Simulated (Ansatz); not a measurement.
**ZrN: pressure up to the limit of the methods**

Aim: compress ZrN (rocksalt type) step by step, far beyond the usual range, and follow pressure and electronic structure. The runs shown use PAW. Its runs: cell relaxed at zero pressure (PAW); volume scaled by 1 (PAW); volume scaled by 0.94 (PAW and PAW (partial_waves polarizable)); volume scaled by 0.88 (PAW); volume scaled by 0.8 (PAW); volume scaled by 0.72 (PAW); volume scaled by 0.64 (PAW); volume scaled by 0.55 (PAW and PAW (cutoff 800 eV)).

Computed with Ansatz 0.2.0 (DFT, r2SCAN, PAW with Ansatz's default frozen-core files, scalar-relativistic, unless a step's input says otherwise).

**1. The structure to begin with**

It takes space group Fm-3m (No. 225, cubic). The conventional cell has a = 4.309 Å, b = 4.309 Å, c = 4.309 Å, α = 90.00°, β = 90.00°, γ = 90.00°. Zr (site symmetry m-3m) is surrounded by 6 N at 2.15 Å. Around N (site symmetry m-3m) lie 6 Zr at 2.15 Å.

Coordinates:

```xyz
2
Lattice="0.0000 2.1544 2.1544 2.1544 0.0000 2.1544 2.1544 2.1544 0.0000" Properties=species:S:1:pos:R:3 pbc="T T T"
Zr    0.0000    0.0000    0.0000
N     2.1544    2.1544    2.1544
```

Whether this phase is the stable one at these pressures isn't tested.

Atoms are numbered in the order of the input: Zr1, N2.

**2. Cell relaxed at zero pressure, PAW**

Input file input.yaml:

```yaml
crystal:
  lattice:
    - [0.0, 2.15443469, 2.15443469]
    - [2.15443469, 0.0, 2.15443469]
    - [2.15443469, 2.15443469, 0.0]
  atoms:
    - { symbol: Zr, position: [0.0, 0.0, 0.0] }
    - { symbol: "N", position: [0.5, 0.5, 0.5] }
kpoints:
  mp_grid: { grid: [15, 15, 15] }
scf:
  occupations: { method: fermi_dirac, width: 0.05 }
hamiltonian:
  xc: r2scan
  pseudopotentials: { kind: paw }
output:
  forces: true
  stress: true
relax:
  f_tol: 0.005
  max_steps: 40
  cell: {}
```

The run is started by

```
$ ansatz run input.yaml --threads 1 --pin off --max-ram 2048MiB --backend cpu --events-out ev --progress --plain --runs-dir out
```

After this run come: Volume scaled by 1, PAW; Volume scaled by 0.94, PAW; Volume scaled by 0.94, PAW (partial_waves polarizable); Volume scaled by 0.88, PAW; Volume scaled by 0.8, PAW; Volume scaled by 0.72, PAW; Volume scaled by 0.64, PAW; Volume scaled by 0.55, PAW; Volume scaled by 0.55, PAW (cutoff 800 eV).

What does the calculation give? Wanted: PAW pressure at 0.55 of the volume; fitted bulk modulus at zero pressure.

As calculated:

| quantity | value |
| --- | --- |
| PAW pressure at 0.55 of the volume | 538.2 GPa |
| PAW (cutoff 800 eV) pressure at 0.55 of the volume | 538.3 GPa |
| fitted bulk modulus at zero pressure (PAW) | 268 GPa |
| its pressure derivative | 4.03 |

In words: At 0.55 of the starting volume PAW gives 538 GPa. One third-order Birch-Murnaghan curve follows these points (B₀ = 268 GPa, B′ = 4.03, misfit at most 1.53 GPa). A fit over so wide a range leans to the high pressures, so B₀ can be off by several per cent. No all-electron run checks these rows here, and frozen cores can fail under such compression. The ions are at rest, and the electrons smeared by 0.05 eV. ZrN has an odd count of electrons, so a run without spin can force a false metal and spoil its energy.
